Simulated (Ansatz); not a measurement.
Molecular dynamics of HfO₂

input.yaml

```yaml
crystal:
  lattice:
    - [5.358932, 0.0, 0.0]
    - [0.0, 5.358932, 0.0]
    - [0.0, 0.0, 5.358932]
  atoms:
    - { symbol: Hf, position: [0.04725434, 0.05475935, 0.03183556] }
    - { symbol: O, position: [0.13998203, 0.38189757, 0.21533303] }
    - { symbol: O, position: [0.70697705, 0.7084156, 0.71559773] }
    - { symbol: Hf, position: [0.44773812, 0.56093227, -0.02556824] }
    - { symbol: O, position: [0.64951134, 0.54621787, 0.30497443] }
    - { symbol: O, position: [0.39995112, 0.24797133, 0.79115383] }
    - { symbol: Hf, position: [0.54367283, -0.11219177, 0.44819216] }
    - { symbol: O, position: [0.82690828, 0.2217705, 0.72642994] }
    - { symbol: O, position: [0.20176062, 0.84692709, 0.32549335] }
    - { symbol: Hf, position: [-0.02360039, 0.52865701, 0.53970032] }
    - { symbol: O, position: [0.19217584, 0.70368893, 0.84177776] }
    - { symbol: O, position: [0.71466854, -0.01563303, 0.14439357] }
basis:
  ecutwfc: 420.0
kpoints:
  mp_grid: { grid: [2, 2, 2] }
hamiltonian:
  xc: pbe
  pseudopotentials: { kind: paw, azcp: { folder: soft_1 } }
scf:
  occupations: { method: fermi_dirac, width: 0.3 }
  lower_state_search: "off"
md:
  timestep: 1.5
  n_steps: 250
  ensemble: nve
  temperature: 2100.0
  initial_velocities: maxwell_boltzmann
  seed: 707722
```

Run as:

```bash
$ ansatz run input.yaml --threads 1 --pin off --max-ram 3072MiB --backend cpu --events-out ev --progress --plain --runs-dir out
```

It goes on from the last frame of an earlier run, with new velocities.

Output, in part (step lines):

```
md step     0: t =     0.00 fs  T =  2100.0 K  F+E_penalty+E_count = -67443.31287639 eV  E_kin = 2.985906 eV  conserved = -67440.32697042 eV  (14 SCF iters)
md step     1: t =     1.50 fs  T =  2274.0 K  F+E_penalty+E_count = -67443.56679644 eV  E_kin = 3.233326 eV  conserved = -67440.33347054 eV  (9 SCF iters)
md step     2: t =     3.00 fs  T =  2467.4 K  F+E_penalty+E_count = -67443.84652540 eV  E_kin = 3.508316 eV  conserved = -67440.33820913 eV  (9 SCF iters)
md step     3: t =     4.50 fs  T =  2624.2 K  F+E_penalty+E_count = -67444.07129044 eV  E_kin = 3.731232 eV  conserved = -67440.34005847 eV  (10 SCF iters)
md step     4: t =     6.00 fs  T =  2716.1 K  F+E_penalty+E_count = -67444.20165431 eV  E_kin = 3.861946 eV  conserved = -67440.33970818 eV  (10 SCF iters)
md step     5: t =     7.50 fs  T =  2739.0 K  F+E_penalty+E_count = -67444.23269425 eV  E_kin = 3.894427 eV  conserved = -67440.33826769 eV  (7 SCF iters)
md step     6: t =     9.00 fs  T =  2702.5 K  F+E_penalty+E_count = -67444.17904022 eV  E_kin = 3.842594 eV  conserved = -67440.33644620 eV  (5 SCF iters)
md step     7: t =    10.50 fs  T =  2622.8 K  F+E_penalty+E_count = -67444.06385369 eV  E_kin = 3.729279 eV  conserved = -67440.33457438 eV  (5 SCF iters)
[... lines left out ...]
md step   249: t =   373.50 fs  T =  3165.7 K  F+E_penalty+E_count = -67444.82888505 eV  E_kin = 4.501135 eV  conserved = -67440.32774963 eV  (5 SCF iters)
md step   250: t =   375.00 fs  T =  3404.7 K  F+E_penalty+E_count = -67445.17058478 eV  E_kin = 4.840985 eV  conserved = -67440.32959988 eV  (9 SCF iters)
```

The steps, from the saved trajectory:

| time (fs) | T (K) | potential energy less start (eV) | conserved less start (meV/atom) |
| --- | --- | --- | --- |
| 0 | 2100 | 0.000 | 0.00 |
| 12 | 2518 | -0.600 | -0.49 |
| 24 | 2147 | -0.071 | -0.38 |
| 36 | 2417 | -0.453 | -0.20 |
| 48 | 3209 | -1.585 | -0.64 |
| 60 | 3281 | -1.685 | -0.47 |
| 72 | 2857 | -1.079 | -0.24 |
| 84 | 2958 | -1.228 | -0.68 |
| 96 | 2821 | -1.029 | -0.32 |
| 108 | 3613 | -2.157 | -0.47 |
| 120 | 3880 | -2.538 | -0.62 |
| 132 | 2953 | -1.214 | -0.09 |
| 144 | 3613 | -2.157 | -0.51 |
| 156 | 3395 | -1.847 | -0.50 |
| 168 | 2369 | -0.386 | -0.28 |
| 180 | 2197 | -0.144 | -0.55 |
| 192 | 2681 | -0.835 | -0.72 |
| 204 | 3522 | -2.029 | -0.63 |
| 216 | 3388 | -1.840 | -0.67 |
| 228 | 3525 | -2.032 | -0.45 |
| 240 | 3412 | -1.874 | -0.66 |
| 252 | 3270 | -1.670 | -0.57 |
| 264 | 4254 | -3.074 | -0.88 |
| 276 | 3237 | -1.623 | -0.48 |
| 288 | 2554 | -0.649 | -0.32 |
| 300 | 2943 | -1.209 | -0.85 |
| 312 | 2731 | -0.900 | -0.20 |
| 324 | 3330 | -1.761 | -0.95 |
| 336 | 2057 | 0.058 | -0.23 |
| 348 | 2230 | -0.188 | -0.27 |
| 360 | 3211 | -1.589 | -0.83 |
| 372 | 2978 | -1.248 | 0.03 |

The run went to its last step. The conserved energy stayed within 1.8 meV per atom of its start (net change -0.22 meV per atom), so the integration is sound. The kinetic energy rose, since the run started high on the potential surface and went downhill. A run of 0.38 ps of so small a system gives no equilibrium averages. Limits of this set-up: coarse k mesh.

Mean squared displacements from the first frame to the last, about the centre of mass: Hf 0.28 Å², O 1.07 Å².

Last frame:

```xyz
12
Lattice="5.3589 0.0000 0.0000 0.0000 5.3589 0.0000 0.0000 0.0000 5.3589" Properties=species:S:1:pos:R:3
Hf 0.211 0.192 -0.153
O 1.048 1.084 1.620
O 3.901 4.503 4.662
Hf 2.732 2.693 0.055
O 3.631 3.928 1.744
O 1.668 1.659 4.230
Hf 2.741 -0.054 2.850
O 4.082 1.355 4.011
O 0.917 3.477 0.987
Hf -0.225 2.520 2.531
O 0.937 4.399 3.714
O 4.128 1.113 1.312
```

Run time: 26 min on 1 thread of Arm Neoverse V1, with other jobs on the host, peak memory 0.49 GiB.
